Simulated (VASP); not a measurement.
## VASP 6.6.1 run: HgTe

INCAR

```
GGA = CA
EDIFF = 1E-7
IBRION = -1
ENCUT = 520
NBANDS = 16
ISMEAR = -1
ISIF = 2
LASPH = .TRUE.
LCHARG = .FALSE.
SIGMA = 0.02
PREC = Accurate
NSW = 0
NELM = 120
NELMIN = 4
LREAL = .FALSE.
LWAVE = .FALSE.
```

KPOINTS

```
KPOINTS created by Atomic Simulation Environment
0
Gamma
8 8 8
0 0 0
```

POSCAR

```
Hg Te
 1.0000000000000000
     0.0000000000000000    3.0434522883094655    3.0434522883094655
     3.0434522883094659    0.0000000000000000    3.0434522883094655
     3.0434522883094659    3.0434522883094655   -0.0000000000000000
 Hg  Te
   1   1
Cartesian
 -0.0000000000000000 -0.0000000000000000  0.0000000000000000
  3.0434522883094655  3.0434522883094659  3.0434522883094663
```

The recommended LDA PAW datasets give the neutral cell 18 valence electrons.

Command

```
mpirun -np 1 vasp_std
```

OSZICAR

```
N       E                     dE             d eps       ncg     rms          rms(c)
DAV:   1     0.105358462832E+03    0.10536E+03   -0.81104E+03   928   0.983E+02
DAV:   2    -0.161945665804E+01   -0.10698E+03   -0.98409E+02  1104   0.234E+02
DAV:   3    -0.505229199125E+01   -0.34328E+01   -0.34214E+01  1160   0.427E+01
DAV:   4    -0.507756882699E+01   -0.25277E-01   -0.25275E-01  1304   0.353E+00
DAV:   5    -0.507784482698E+01   -0.27600E-03   -0.27599E-03  1192   0.274E-01    0.727E+00
DAV:   6    -0.487616844629E+01    0.20168E+00   -0.41374E-01  1128   0.833E+00    0.562E+00
DAV:   7    -0.486955666498E+01    0.66118E-02   -0.52579E-02  1048   0.159E+00    0.207E+00
DAV:   8    -0.486714211177E+01    0.24146E-02   -0.36035E-03  1104   0.657E-01    0.444E-01
DAV:   9    -0.486691743636E+01    0.22468E-03   -0.33433E-04  1216   0.166E-01    0.357E-02
DAV:  10    -0.486692062152E+01   -0.31852E-05   -0.27318E-05  1160   0.460E-02    0.282E-02
DAV:  11    -0.486692164155E+01   -0.10200E-05   -0.12463E-06  1160   0.946E-03    0.953E-03
DAV:  12    -0.486692162530E+01    0.16254E-07   -0.63385E-08   840   0.209E-03
   1 F= -.48669216E+01 E0= -.48658502E+01  d E =-.214287E-02
```

From OUTCAR

```
k-points           NKPTS =     29   k-points in BZ     NKDIM =     29   number of bands    NBANDS=     16

   NELECT =      18.0000    total number of electrons

   dimension x,y,z NGX =    32 NGY =   32 NGZ =   32
   dimension x,y,z NGXF=    64 NGYF=   64 NGZF=   64

  energy-cutoff  :      520.00
  volume of cell :       56.38
      direct lattice vectors                 reciprocal lattice vectors
     0.000000000  3.043452288  3.043452288    -0.164287116  0.164287116  0.164287116
     3.043452288  0.000000000  3.043452288     0.164287116 -0.164287116  0.164287116
     3.043452288  3.043452288  0.000000000     0.164287116  0.164287116 -0.164287116

 k-points in reciprocal lattice and weights: KPOINTS created by Atomic Simulation Env
   0.00000000  0.00000000  0.00000000       0.002
   0.12500000  0.00000000  0.00000000       0.016
   0.25000000  0.00000000  0.00000000       0.016
   0.37500000 -0.00000000 -0.00000000       0.016
   0.50000000  0.00000000  0.00000000       0.008
   0.12500000  0.12500000  0.00000000       0.012
   0.25000000  0.12500000 -0.00000000       0.047
   0.37500000  0.12500000 -0.00000000       0.047
   ...

 E-fermi :   4.3235

 k-point     1 :       0.0000    0.0000    0.0000
  band No.  band energies     occupation
      1      -7.8409      2.00000
      2      -2.4326      2.00000
      3      -2.4326      2.00000
      4      -2.3671      2.00000
      5      -2.3671      2.00000
      6      -2.3671      2.00000
      7       3.2377      2.00000
      8       3.5604      2.00000
      9       3.5604      2.00000
     10       3.5604      2.00000
     11      11.9032      0.00000
     12      11.9032      0.00000
     13      11.9032      0.00000
     14      11.9838      0.00000
     15      11.9838      0.00000
     16      11.9838      0.00000

 k-point     2 :       0.1250    0.0000    0.0000
  band No.  band energies     occupation
      1      -7.7050      2.00000
      2      -2.4843      2.00000
      3      -2.4843      2.00000
      4      -2.3864      2.00000
      5      -2.3464      2.00000
      6      -2.3464      2.00000
      7       1.6492      2.00000
      8       3.6853      2.00000
      9       3.6853      2.00000
     10       5.0664      0.00000
     11      10.3227      0.00000
     12      10.9338      0.00000
     13      10.9338      0.00000
     14      11.8957      0.00000
     15      12.3550      0.00000
     16      12.3550      0.00000

 k-point     3 :       0.2500    0.0000    0.0000
  band No.  band energies     occupation
      1      -7.3309      2.00000
      2      -2.6121      2.00000
      3      -2.6121      2.00000
      4      -2.4699      2.00000
      5      -2.2859      2.00000
      6      -2.2859      2.00000
      7       0.0984      2.00000
      8       4.0065      2.00000
      9       4.0065      2.00000
     10       6.2955      0.00000
     11       8.9279      0.00000
     12       9.6103      0.00000
     13       9.6103      0.00000
     14      12.0773      0.00000
     15      13.1008      0.00000
     16      13.1008      0.00000

 ...

  Total       -1.3172438     -1.3172438     -1.3172438     -0.0000000     -0.0000000     -0.0000000
  in kB      -37.4323649    -37.4323649    -37.4323649     -0.0000000     -0.0000000     -0.0000000
  external PRESSURE =     -37.4323649 kB  Pullay stress =       0.0000000 kB

 POSITION                                       TOTAL-FORCE (eV/Angst)
 -----------------------------------------------------------------------------------
      0.00000      0.00000      0.00000        -0.000000      0.000000      0.000000
      3.04345      3.04345      3.04345         0.000000     -0.000000     -0.000000
 -----------------------------------------------------------------------------------
    total drift:                                0.000000     -0.000000     -0.000000

  FREE ENERGIE OF THE ION-ELECTRON SYSTEM (eV)
  ---------------------------------------------------
  free  energy   TOTEN  =        -4.8669216253 eV

  energy  without entropy=       -4.8647787572  energy(sigma->0) =       -4.86585019
```

It converged. Results: gap between bands v and c on the k mesh -2.58 eV (bands overlap: a metal); least direct gap on the k mesh 0.00 eV; pressure -3.7 GPa. Band v is the last that the valence electrons fill when counted band by band, and c is the next.

For comparison, a separate LDA run of the intended cell, on usual settings and not on those above, gives a gap of -2.58 eV on its mesh and a pressure of -3.7 GPa.

The run above took about 19 s on one core of a shared host (Intel Xeon Platinum 8488C) and held 0.17 GiB at most.
